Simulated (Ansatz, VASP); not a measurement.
# InSb: VASP beside Ansatz

```xyz
2
Lattice="0.0000 3.2776 3.2776 3.2776 0.0000 3.2776 3.2776 3.2776 0.0000" Properties=species:S:1:pos:R:3 pbc="T T T"
In    0.0000    0.0000    0.0000
Sb    4.9164    4.9164    4.9164
```

Alike in both runs: functional r2SCAN; k mesh 10 × 10 × 10; occupations gaussian, width 0.01 eV; no spin polarisation.

Ansatz relaxed the structure, and its values are those at the end. VASP's run is a single point on that final structure, the one shown.

```csv
,VASP,Ansatz
version,VASP 6.6.1,Ansatz 0.2.0
potentials or method,"VASP PAW PBE potentials, release 64 (In_d, Sb)","scalar-relativistic, plane waves, PAW"
plane-wave cutoff (eV),520,500
valence electrons in the cell,18,28
```

```csv
,VASP,Ansatz,Ansatz less VASP
gap on the k mesh at the Fermi level (eV),0.02,0.03,+0.002
least direct gap on the mesh (eV),0.02,0.03,+0.002
pressure (GPa),0.0,0.0,+0.02
```

The two sets of potentials don't hold the same shells in valence.

Caveats: the PAW data sets were made with another functional, which shifts forces and pressure a little (VASP); spin-orbit coupling is left out, which moves the levels of the heavy elements.
